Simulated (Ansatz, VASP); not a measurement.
One calculation of BN, two programs

```
CELL_PARAMETERS angstrom
2.55394 0.00000 0.00000
-1.27697 2.21178 0.00000
0.00000 0.00000 4.22685
ATOMIC_POSITIONS crystal
B 0.66667 0.33333 0.99972
B 0.33333 0.66667 0.49972
N 0.66667 0.33333 0.55430
N 0.33333 0.66667 0.05430
```

Change from the starting cell: all N atoms moved -0.300 Å, as atom 3 along Cartesian [0 0 1].

Alike in both runs: task single point; functional PBEsol; k mesh 12 × 12 × 6; occupations gaussian, width 0.05 eV; no spin polarisation.

|  | VASP | Ansatz |
| --- | --- | --- |
| version | VASP 6.6.1 | Ansatz 0.2.0 |
| potentials or method | VASP PAW PBE potentials, release 64 (B, N) | scalar-relativistic, plane waves, PAW |
| plane-wave cutoff (eV) | 520 | 420 |
| valence electrons in the cell | 16 | 16 |

VASP gave:

```
gap on the k mesh at the Fermi level (eV)       : 3.78
least direct gap on the mesh (eV)               : 6.34
pressure (GPa)                                  : 11.8
largest component of the traceless stress (GPa) : 22.70
rms of the force components (eV/Å)              : 1.408
```

Task: What did Ansatz give for the same quantities?

Result: gap on the k mesh at the Fermi level (eV): 3.79; least direct gap on the mesh (eV): 6.35; pressure (GPa): 11.2; largest component of the traceless stress (GPa): 23.30; rms of the force components (eV/Å): 1.401.

Atom by atom the forces differ by 0.007 eV/Å (rms over components). The functional is the same, so the differences come from potentials, cutoffs and numerics.

Caveats: the PAW data sets were made with another functional, which shifts forces and pressure a little (VASP). A k mesh can miss the band edges.
